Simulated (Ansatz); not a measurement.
**NaF: energy against volume in PBE, exact exchange and the RPA**

One table from this session's results is given with a row withheld; the runs are named, their logs left out.

The runs shown are made with Ansatz 0.2.0. PBE orbitals, norm-conserving pseudopotentials, plane waves. Spin-unpolarised throughout. Whether this structure exists isn't addressed.

## The cell

The cell was relaxed beforehand with r2SCAN; volume changes: +0 %, -5 %, +5 %, -10 %, +10 %.

Space group Pm-3m (No. 221), cubic; conventional cell a = 2.793 Å, 10.90 Å³ an atom. Na has 8 F at 2.42 Å; F has 8 Na at 2.42 Å.

The structure in full:

```
Na F
1.0
     2.79349    0.00000    0.00000
     0.00000    2.79349    0.00000
     0.00000    0.00000    2.79349
Na F
1 1
Direct
  0.00000 0.00000 0.00000
  0.50000 0.50000 0.50000
```

Set-up of the first run:

input.yaml reads:

```yaml
crystal:
  lattice:
    - [2.7934851974, 0.0, 0.0]
    - [0.0, 2.7934851974, 0.0]
    - [0.0, 0.0, 2.7934851974]
  atoms:
    - { symbol: Na, position: [0.0, 0.0, 0.0] }
    - { symbol: F, position: [0.5, 0.5, 0.5] }
kpoints:
  mp_grid: { grid: [6, 6, 6] }
hamiltonian:
  xc: pbe
  pseudopotentials: { kind: nc }
scf:
  occupations: { method: fixed }
output:
  rpa_energy:
    ecut_chi_ladder: [229, 257, 285, 316, 347]
    long_wavelength: optical_limit
  write_density: true
  write_potential: true
  elf: true
  volumetric_format: npy
basis:
  ecutwfc: 1320.0
```

Steps of the session up to this table: The unscaled cell; Volume -5 %; Volume +5 %; Volume -10 %; Volume +10 %.

One of the session's tables, all rows but one given; the rest of the session is left out.

It belongs to the step «The three curves». Energies in meV/atom from the unscaled cell:

| volume (Å³/atom) | PBE | exact exchange | EXX+RPA | RPA correlation |
| --- | --- | --- | --- | --- |
| 9.810 | 57.4 | 32.0 | 28.5 | -3.5 |
| 10.355 | 21.2 | 9.2 | 5.5 | -3.7 |
| 10.900 | 0.0 | 0.0 | 0.0 | 0.0 |
| 11.445 | ? | ? | ? | ? |
| 11.990 | -10.2 | 11.1 | 18.7 | 7.6 |

Q: Estimate the row for volume (Å³/atom) = 11.445 from the others.

Worked estimate for «PBE». A straight line through the neighbours (10.900, 0.0) and (11.990, -10.2) gives 0.0 + (-10.2 − 0.0) × (11.445 − 10.900) / (11.990 − 10.900) = -5.1; a parabola fitted to 3 rows on both sides gives -10.5.

The run gave: PBE: -9.6; exact exchange: 1.5; EXX+RPA: 5.4; RPA correlation: 3.9. In «PBE» the line misses by +4.5 and the parabola by -0.9.

To keep in mind: The curve is too rough to resolve B₀ and B₀′ of EXX+RPA; its minimum, near 10.9 Å³/atom, is a rough guide.
